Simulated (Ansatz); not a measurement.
Runs of Ansatz 0.2.0 on TiCo. Symmetry: Pm-3m, No. 221, cubic system. Conventional cell: a = 2.986 Å, b = 2.986 Å, c = 2.986 Å, α = 90.00°, β = 90.00°, γ = 90.00°. Co (site symmetry m-3m) has 8 Ti at 2.59 Å as nearest neighbours. Ti (site symmetry m-3m) is surrounded by 8 Co at 2.59 Å. The cell comes from a database or a generator and needn't be the stable form of this composition.

```tsv
task	level	cell	k mesh	cutoff (eV)	smearing	atoms under strain	points for each segment of the path	mesh quality	gap on the mesh (eV)	pressure (GPa)	moment (μB)	relaxed volume (Å³/atom)
elastic constants	LDA	as given	7 × 7 × 7	420	fermi-dirac 0.05 eV	clamped	-	not flagged	none	-14.1	0.69	-
relaxation of cell and atoms	BLYP+D4	relaxed	9 × 9 × 9	420	fermi-dirac 0.05 eV	-	-	not flagged	-	0.0	0.75	13.11
relaxation of cell and atoms	HSE03	relaxed	5 × 5 × 5	420	fermi-dirac 0.05 eV	-	-	coarse	none	0.0	1.00	13.81
single point	PBE	as given	9 × 9 × 9	420	gaussian 0.027 eV	-	-	not flagged	none	-0.5	0.84	-
relaxation of cell and atoms	revPBE+D3(BJ)	relaxed	9 × 9 × 9	420	fermi-dirac 0.05 eV	-	-	not flagged	-	0.0	0.75	12.52
single point	PBEsol0	as given	5 × 5 × 5	420	fermi-dirac 0.05 eV	-	-	coarse	none	(b)	1.00	-
relaxation of cell and atoms	revPBE+D4	relaxed	9 × 9 × 9	420	fermi-dirac 0.05 eV	-	-	not flagged	none	0.0	0.82	(c)
relaxation of cell and atoms	RPBE+D4	relaxed	9 × 9 × 9	420	fermi-dirac 0.05 eV	-	-	not flagged	-	0.0	(a)	13.09
relaxation of cell and atoms	BLYP+D3(BJ)	relaxed	9 × 9 × 9	420	fermi-dirac 0.05 eV	-	-	not flagged	-	0.0	0.63	12.42
single point	r2SCANh	as given	5 × 5 × 5	500	fermi-dirac 0.05 eV	-	-	coarse	none	3.7	1.00	-
single point	PBE0	as given	5 × 5 × 5	420	fermi-dirac 0.05 eV	-	-	coarse	none	5.5	1.00	-
band structure	HSEsol	as given	5 × 5 × 5	420	fermi-dirac 0.05 eV	-	4	coarse	none	0.0	1.00	-
```

Alike in all rows: potentials or basis Ansatz PAW; spin collinear, ferromagnetic start.

Estimate the missing entries.

(a) 0.83; (b) -0.2; (c) 13.05.

Caveats: some runs use coarse meshes; the PAW data sets come from PBE, with cores solved anew for the run's functional, which leaves a small shift of forces and pressure (some runs); the plane-wave basis is chosen anew once the cell has moved, so the energies of steps on either side of that aren't comparable (some runs); the magnetic or orbital state may not be the lowest (some runs); the starting moments weren't kept (some runs); the thresholds are loose for stress (some runs); the cell is more than 3 GPa from zero pressure, which shifts response properties (some runs); elastic constants of metals need much finer meshes, so these are rough (some runs).

A gap of «none» marks a metal or a gap under the smearing width.
